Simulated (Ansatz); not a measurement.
The system is CrO2.

```xyz
3
Lattice="0.0000 2.3831 2.3831 2.3831 0.0000 2.3831 2.3831 2.3831 0.0000" Properties=species:S:1:pos:R:3 pbc="T T T"
Cr    0.0000    0.0000    0.0000
O     1.1915    1.1915    1.1915
O     3.5746    3.5746    3.5746
```

Measurements of this composition are mostly on another form, of space group No. 136.

| Item | Value |
| --- | --- |
| Program | Ansatz 0.2.0 |
| Task | relaxation of cell and atoms |
| Functional | r2SCAN |
| Potentials or basis | Ansatz PAW |
| Cutoff | 500 eV (not typed: the program's choice for these potentials) |
| k mesh | 7 × 7 × 7 |
| Occupations | fermi-dirac, width 0.05 eV |
| Spin | collinear spin, ferromagnetic start |
| Starting moments | [3.0, 0.0, 0.0] μB |

At the start: volume 9.02 Å³/atom.

Question: Where does the relaxation end?

Answer: It ends after 5 steps and the volume is 8.50 Å³/atom (-5.8 %); space group Fm-3m (No. 225, to 0.05 Å); moment 2.00 μB per cell.

The path:
```csv
step,energy change (eV),largest force (eV/Å),volume (Å³)
1,0.0000,0.0000,27.07
2,-0.0644,0.0000,26.10
3,-0.0770,0.0000,25.43
4,-0.0771,0.0000,25.50
5,-0.0752,0.0000,25.50
```

Final structure:
```xyz
3
Lattice="0.0000 2.3361 2.3361 2.3361 0.0000 2.3361 2.3361 2.3361 0.0000" Properties=species:S:1:pos:R:3 pbc="T T T"
Cr    0.0000    0.0000    0.0000
O     1.1681    1.1681    1.1681
O     3.5042    3.5042    3.5042
```

Caveat: the magnetic or orbital state may not be the lowest; the plane-wave basis is chosen anew once the cell has moved, so the energies of steps on either side of that aren't comparable; a cell with one magnetic atom can't hold antiferromagnetic order, which such compounds often take; the PAW data sets come from PBE, with cores solved anew for the run's functional, which leaves a small shift of forces and pressure.
